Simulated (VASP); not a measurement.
# GaN (F-43m) in VASP: notebook

The runs below take GaN through relaxation of cell and atoms, with LDA, PBE.

Everything below comes from runs of VASP 6.6.1. Logs are shortened: lines on timing, memory, paths and dates and some standing lists are left out, and cuts for length are marked.

### Step 1. The crystal as given

It takes space group F-43m (No. 216, cubic). Conventional cell: a = 4.500 Å, b = 4.500 Å, c = 4.500 Å, α = 90.00°, β = 90.00°, γ = 90.00°. Around Ga (site symmetry -43m) lie 4 N at 1.95 Å. N (site symmetry -43m) is surrounded by 4 Ga at 1.95 Å.

The cell was built by a generator and needn't be a form met in nature.

### Step 2. Relaxation of cell and atoms, LDA

Contents of INCAR:

```
SYSTEM = GaN
ALGO     = Normal         ! electronic algorithm
EDIFF    = 1E-6           ! SCF threshold, eV
EDIFFG   = -0.02          ! ionic threshold
ENCUT    = 600            ! plane-wave cutoff, eV
GGA      = CA             ! functional
IBRION   = 2              ! ionic algorithm
ISIF     = 3              ! what is computed and relaxed
ISMEAR   = -1             ! smearing method
LASPH    = .True.         ! aspherical terms in the spheres
LCHARG   = .False.        ! write CHGCAR
LREAL    = .False.        ! projectors in reciprocal space
LWAVE    = .False.        ! write WAVECAR
NELM     = 60             ! most SCF steps
NSW      = 60             ! ionic steps
PREC     = Accurate       ! precision mode
SIGMA    = 0.05           ! smearing width, eV
```

Contents of KPOINTS:

```
k-points
0
Gamma
  8 8 8
  0 0 0
```

Contents of POSCAR:

```
GaN
1.0
    0.0000000000      2.2500000000      2.2500000000
    2.2500000000      0.0000000000      2.2500000000
    2.2500000000      2.2500000000      0.0000000000
Ga N
1 1
Direct
    0.0000000000      0.0000000000      0.0000000000
    0.2500000000      0.2500000000      0.2500000000
```

Potentials or basis: VASP PAW LDA potentials, release 64 (Ga_d, N).

The run is started by

```sh
$ cat potpaw_LDA.64/Ga_d/POTCAR potpaw_LDA.64/N/POTCAR > POTCAR
$ mpirun -np 1 vasp_std > vasp.out
```

OUTCAR:

```text
SYSTEM = GaN
   EDIFF = 1E-6
   EDIFFG = -0.02
   ENCUT = 600
   GGA = CA
   IBRION = 2
   ISIF = 3
   ISMEAR = -1
   LASPH = .True.
   LREAL = .False.
   NELM = 60
   NSW = 60
   PREC = Accurate

 ion  position               nearest neighbor table
   1  0.000  0.000  0.000-   2 1.95   2 1.95   2 1.95   2 1.95
   2  0.250  0.250  0.250-   1 1.95   1 1.95   1 1.95   1 1.95

  LATTYP: Found a face centered cubic cell.
 ALAT       =     4.5000000000

  Lattice vectors:

 A1 = (   0.0000000000,   2.2500000000,   2.2500000000)
 A2 = (   2.2500000000,   0.0000000000,   2.2500000000)
 A3 = (   2.2500000000,   2.2500000000,   0.0000000000)

Analysis of symmetry for initial positions (statically):
=====================================================================
 Subroutine PRICEL returns:
 Original cell was already a primitive cell.

 Routine SETGRP: Setting up the symmetry group for a
 face centered cubic supercell.

 Subroutine GETGRP returns: Found 24 space group operations
 (whereof 24 operations were pure point group operations)
 out of a pool of 48 trial point group operations.

The static configuration has the point symmetry T_d .

Analysis of symmetry for dynamics (positions and initial velocities):
=====================================================================
 Subroutine PRICEL returns:
 Original cell was already a primitive cell.

 Routine SETGRP: Setting up the symmetry group for a
 face centered cubic supercell.

 Subroutine GETGRP returns: Found 24 space group operations
 (whereof 24 operations were pure point group operations)
 out of a pool of 48 trial point group operations.

The dynamic configuration has the point symmetry T_d .

 Subroutine INISYM returns: Found 24 space group operations
 (whereof 24 operations are pure point group operations),
 and found     1 'primitive' translations

----------------------------------------------------------------------------------------

                                     Primitive cell

  volume of cell :      22.7812

  direct lattice vectors                    reciprocal lattice vectors
     0.000000000  2.250000000  2.250000000    -0.222222222  0.222222222  0.222222222
     2.250000000  0.000000000  2.250000000     0.222222222 -0.222222222  0.222222222
     2.250000000  2.250000000  0.000000000     0.222222222  0.222222222 -0.222222222

  length of vectors
     3.181980515  3.181980515  3.181980515     0.384900179  0.384900179  0.384900179

  position of ions in fractional coordinates (direct lattice)
     0.000000000  0.000000000  0.000000000
     0.250000000  0.250000000  0.250000000

  ion indices of the primitive-cell ions
   primitive index   ion index
                 1           1
                 2           2

----------------------------------------------------------------------------------------

 KPOINTS: k-points

Automatic generation of k-mesh.
 Grid dimensions read from file:
 generate k-points for:    8    8    8

 Generating k-lattice:

  Cartesian coordinates                     Fractional coordinates (reciprocal lattice)
    -0.027777778  0.027777778  0.027777778     0.125000000  0.000000000  0.000000000
     0.027777778 -0.027777778  0.027777778     0.000000000  0.125000000  0.000000000
     0.027777778  0.027777778 -0.027777778     0.000000000  0.000000000  0.125000000

  Length of vectors
     0.048112522  0.048112522  0.048112522

  Shift w.r.t. Gamma in fractional coordinates (k-lattice)
     0.000000000  0.000000000  0.000000000

 Subroutine IBZKPT returns following result:
 ===========================================

 Found     29 irreducible k-points:

 Following reciprocal coordinates:
            Coordinates               Weight
  0.000000  0.000000  0.000000      1.000000
  0.125000  0.000000  0.000000      8.000000
  0.250000  0.000000  0.000000      8.000000
  0.375000  0.000000  0.000000      8.000000
  0.500000  0.000000  0.000000      4.000000
  0.125000  0.125000  0.000000      6.000000
[... 16 lines left out ...]
  0.500000  0.250000  0.125000     48.000000
 -0.375000  0.250000  0.125000     24.000000
 [... further k-points ...]
   k-points           NKPTS =     29   k-points in BZ     NKDIM =     29   number of bands    NBANDS=     13
   number of dos      NEDOS =    301   number of ions     NIONS =      2
   total plane-waves  NPLWV =  21952
   dimension x,y,z NGX =    28 NGY =   28 NGZ =   28
   dimension x,y,z NGXF=    56 NGYF=   56 NGZF=   56
   ions per type =               1   1
   NGX,Y,Z   is equivalent  to a cutoff of  14.63, 14.63, 14.63 a.u.
   NGXF,Y,Z  is equivalent  to a cutoff of  29.26, 29.26, 29.26 a.u.
 SYSTEM =  GaN
   PREC   = accura    normal or accurate (medium, high low for compatibility)
   ISTART =      0    job   : 0-new  1-cont  2-samecut
   ICHARG =      2    charge: 1-file 2-atom 10-const
   ISPIN  =      1    spin polarized calculation?
   LNONCOLLINEAR =      F non collinear calculations
   LSORBIT =      F    spin-orbit coupling
   LASPH  =      T    aspherical Exc in radial PAW
   ENCUT  =  600.0 eV  44.10 Ry    6.64 a.u.   6.36  6.36  6.36*2*pi/ulx,y,z
   NELM   =     60;   NELMIN=  2; NELMDL= -5     # of ELM steps
   EDIFF  = 0.1E-05   stopping-criterion for ELM
   LREAL  =      F    real-space projection
   EDIFFG = -.2E-01   stopping-criterion for IOM
   NSW    =     60    number of steps for IOM
   IBRION =      2    ionic relax: 0-MD 1-quasi-New 2-CG
   NFREE  =      1    steps in history (QN), initial steepest desc. (CG)
   ISIF   =      3    stress and relaxation
   ISYM   =      2    0-nonsym 1-usesym 2-fastsym
   POTIM  = 0.5000    time-step for ionic-motion
   TEBEG  =    0.0;   TEEND  =   0.0 temperature during run
   PSTRESS=    0.0 pullay stress
   NELECT =      18.0000    total number of electrons
   NUPDOWN=      -1.0000    fix difference up-down
   EMIN   =  10.00;   EMAX   =-10.00  energy-range for DOS
   EFERMI =   0.00;   METHOD = LEGACY
   ISMEAR =    -1;   SIGMA  =   0.05  broadening in eV -4-tet -1-fermi 0-gaus
   EFERMI_NEDOS =   21; number of points for ismear=-14 and -15
   IALGO  =     38    algorithm
   IMIX   =      4    mixing-type and parameters
     AMIX     =   0.40;   BMIX     =  1.00
     AMIX_MAG =   1.60;   BMIX_MAG =  1.00
  volume/ion in A,a.u.               =      11.39        76.87
  Fermi-wavevector in a.u.,A,eV,Ry     =   1.513468  2.860039 31.165293  2.290584
  Thomas-Fermi vector in A             =   2.623255
   LORBIT       =      0    0 simple, 1 ext, 2 COOP (PROOUT), +10 PAW based schemes
   GGA     = CA    functional components
   LHFCALC =     F    Hartree Fock is set to
   AEXX    =    0.0000 exact exchange contribution
   IVDW    =     0    specifies the selected vdW correction
   LEPSILON=     F    determine dielectric tensor
   LRPA    =     F    only Hartree local field effects (RPA)
 conjugate gradient relaxation of ions
 non-spin polarized calculation
  energy-cutoff  :      600.00
  volume of cell :       22.78
 maximum number of plane-waves:       778
 NGX is ok and might be reduce to    28
   NGX = 13   NGY = 13   NGZ = 13

--------------------------------------- Ionic step        1  -------------------------------------------

 number of electron      18.0000005 magnetization

 Free energy of the ion-electron system (eV)
  ---------------------------------------------------
  ext. energy  EPLUGINS =         0.00000000
  ---------------------------------------------------
  free energy    TOTEN  =       -13.93620947 eV

  energy without entropy =      -13.93620947  energy(sigma->0) =      -13.93620947

------------------------ aborting loop because EDIFF is reached ----------------------------------------

  FORCE on cell =-STRESS in cart. coord.  units (eV):
  Direction    XX          YY          ZZ          XY          YZ          ZX
  --------------------------------------------------------------------------------------
  -------------------------------------------------------------------------------------
  Total       -0.6788337     -0.6788337     -0.6788337      0.0000000     -0.0000000      0.0000000
  in kB      -47.7415379    -47.7415379    -47.7415379      0.0000000     -0.0000000      0.0000000
  external PRESSURE =     -47.7415379 kB  Pullay stress =       0.0000000 kB
[... 129 lines left out ...]
  energy  without entropy=      -13.9447633744  energy(sigma->0) =      -13.94476337

--------------------------------------- Ionic step        5  -------------------------------------------

 number of electron      18.0000001 magnetization

 Free energy of the ion-electron system (eV)
  ---------------------------------------------------
  ext. energy  EPLUGINS =         0.00000000
  ---------------------------------------------------
  free energy    TOTEN  =       -13.94480144 eV

  energy without entropy =      -13.94480144  energy(sigma->0) =      -13.94480144

 E-fermi :   6.3679     XC(G=0): -12.2825

 val. band max:        5.3746194158   @ k =   0.0000   0.0000   0.0000
 cond. band min:       7.3209087431   @ k =   0.0000   0.0000   0.0000
 fundamental gap:      1.9462893272
 Fermi energy:         6.3678743456

 k-point     1 :       0.0000    0.0000    0.0000
  band No.  band energies     occupation
      1     -10.6982      2.00000
      2      -8.2120      2.00000
      3      -8.2120      2.00000
      4      -8.2120      2.00000
      5      -7.8621      2.00000
      6      -7.8621      2.00000
      7       5.3746      2.00000
      8       5.3746      2.00000
      9       5.3746      2.00000
     10       7.3209      0.00000
     11      15.6755      0.00000
     12      15.6755      0.00000
     13      15.6755      0.00000
[... 353 lines left out ...]
 k-point    24 :      -0.3750    0.2500    0.1250
  band No.  band energies     occupation
      1      -9.6340      2.00000
      2      -8.1004      2.00000
      3      -8.0312      2.00000
      4      -7.8860      2.00000
      5      -7.8264      2.00000
      6      -6.1381      2.00000
      7      -1.2942      2.00000
      8       2.2459      2.00000
      9       3.5105      2.00000
     10      12.1235      0.00000
     11      12.3445      0.00000
     12      15.5108      0.00000
     13      17.1151      0.00000

 [... further k-points ...]

------------------------ aborting loop because EDIFF is reached ----------------------------------------

  FORCE on cell =-STRESS in cart. coord.  units (eV):
  Direction    XX          YY          ZZ          XY          YZ          ZX
  --------------------------------------------------------------------------------------
  -------------------------------------------------------------------------------------
  Total        0.0217737      0.0217737      0.0217737     -0.0000000      0.0000000     -0.0000000
  in kB        1.5715934      1.5715934      1.5715934     -0.0000000      0.0000000     -0.0000000
  external PRESSURE =       1.5715934 kB  Pullay stress =       0.0000000 kB
[... 17 lines left out ...]
  FREE ENERGIE OF THE ION-ELECTRON SYSTEM (eV)
  ---------------------------------------------------
  free  energy   TOTEN  =       -13.9448014410 eV

  energy  without entropy=      -13.9448014409  energy(sigma->0) =      -13.94480144

 reached required accuracy - stopping structural energy minimisation
```

Wall time 15 s (1 thread of Intel Xeon 6975P-C (Granite Rapids), shared host); peak memory 0.16 GiB.

What came out:

* Free energy: -13.9448 eV
* Relaxed volume: 11.10 Å³/atom
* Relaxed cell: a = 3.155 Å, b = 3.155 Å, c = 3.155 Å, α = 60.00°, β = 60.00°, γ = 60.00°
* Space group after relaxing (to 0.05 Å): F-43m (No. 216)
* Energy gained by relaxing: 4.3 meV/atom
* Ionic steps: 5
* Pressure after relaxing: 0.2 GPa
* Band gap on the k mesh: 1.95 eV, direct

The path:
```tsv
step	energy change (eV)	largest force (eV/Å)	pressure (GPa)	volume (Å³)
1	0.0000	0.0000	-4.77	22.78
2	-0.0001	0.0000	5.16	21.68
3	-0.0086	0.0000	-0.45	22.22
4	-0.0086	0.0000	0.44	22.18
5	-0.0086	0.0000	0.16	22.20
```

Final structure:
```
Ga N
1.0
     0.00000    2.23061    2.23061
     2.23061    0.00000    2.23061
     2.23061    2.23061    0.00000
Ga N
1 1
Direct
  0.00000 0.00000 0.00000
  0.25000 0.25000 0.25000
```

LDA gaps usually lie below the measured ones, often by a third to a half.

### Step 3. Relaxation of cell and atoms, PBE

INCAR: that of step 2 with these lines changed.

```diff
@@ -5,3 +5,3 @@
 ENCUT    = 600            ! plane-wave cutoff, eV
-GGA      = CA             ! functional
+GGA      = PE             ! functional
 IBRION   = 2              ! ionic algorithm
```

KPOINTS is that of step 2.

POSCAR is that of step 2.

Potentials or basis: VASP PAW PBE potentials, release 64 (Ga_d, N).

The run is started by

```sh
$ cat potpaw_PBE.64/Ga_d/POTCAR potpaw_PBE.64/N/POTCAR > POTCAR
$ mpirun -np 1 vasp_std > vasp.out
```

Wall time 14 s (1 thread of Intel Xeon 6975P-C (Granite Rapids), shared host); peak memory 0.17 GiB.

Results (log left out):

* Free energy: -12.1535 eV
* Relaxed volume: 11.76 Å³/atom
* Relaxed cell: a = 3.216 Å, b = 3.216 Å, c = 3.216 Å, α = 60.00°, β = 60.00°, γ = 60.00°
* Space group after relaxing (to 0.05 Å): F-43m (No. 216)
* Energy gained by relaxing: 6.5 meV/atom
* Ionic steps: 3
* Pressure after relaxing: -0.1 GPa
* Band gap on the k mesh: 1.55 eV, direct

The path:
```
step  energy change (eV)  largest force (eV/Å)  pressure (GPa)  volume (Å³)
   1              0.0000                0.0000            5.82        22.78
   2             -0.0038                0.0000           -4.39        24.17
   3             -0.0130                0.0000           -0.11        23.52
```

Final structure:
```
Ga N
1.0
     0.00000    2.27412    2.27412
     2.27412    0.00000    2.27412
     2.27412    2.27412    0.00000
Ga N
1 1
Cartesian
  0.0000 0.0000 0.0000
  1.1371 1.1371 1.1371
```

Levels at points of the mesh, in eV from the valence-band top:
| k point | band 6 | band 7 | band 8 | band 9 | band 10 | band 11 | band 12 | band 13 |
| --- | --- | --- | --- | --- | --- | --- | --- | --- |
| (0.00, 0.00, 0.00) | -13.13 | 0.00 | 0.00 | 0.00 | 1.55 | 10.13 | 10.13 | 10.13 |
| (0.50, 0.00, 0.00) | -11.88 | -6.86 | -0.93 | -0.93 | 4.45 | 8.59 | 10.22 | 10.22 |
| (0.50, 0.50, 0.00) | -11.45 | -6.01 | -2.61 | -2.61 | 3.34 | 6.50 | 11.52 | 13.67 |
